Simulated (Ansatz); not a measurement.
Si2W (I4/mmm)

These are results of DFT PBE, scalar-relativistic, plane waves, PAW (Ansatz), not measurements.

Plane waves to 420 eV, a k mesh through Γ of 20×20×20 on the computed 3-atom cell and Gaussian smearing (0.10 eV); no spin polarisation.

The structure is relaxed at this level of theory with its symmetry kept, and needn't be the ground state of this composition.

```cif
data_structure
_symmetry_space_group_name_H-M 'I4/mmm'
_symmetry_Int_Tables_number 139
_cell_length_a 3.2290
_cell_length_b 3.2290
_cell_length_c 7.8669
_cell_angle_alpha 90.000
_cell_angle_beta 90.000
_cell_angle_gamma 90.000
_cell_volume 82.03
loop_
_atom_site_label
_atom_site_type_symbol
_atom_site_symmetry_multiplicity
_atom_site_Wyckoff_symbol
_atom_site_fract_x
_atom_site_fract_y
_atom_site_fract_z
_atom_site_occupancy
Si1 Si 4 e 0.00000 0.00000 0.33453 1
W1 W 2 a 0.00000 0.00000 0.00000 1
```

| Quantity | Value |
| --- | --- |
| Space group | I4/mmm (No. 139) |
| Volume per atom | 92.3 bohr³ |
| Formation energy from the elements' standard states (uncorrected) | -0.339 eV/atom |
| Kohn–Sham band gap | none (metal) |
| Density of states at the Fermi level | 0.2 states/eV per cell |
| Orbital (Löwdin) character within 0.5 eV of the Fermi level | W 5d 69 %, Si 3p 21 % |
| Bader charge by site (e) | Si (2 in the cell) -0.05, W (1 in the cell) 0.10 |

Spin-orbit coupling is left out, which matters for the bands of heavy elements.

It was relaxed from a cell as deposited in COD. Löwdin shares on free-atom orbitals overweight diffuse shells.
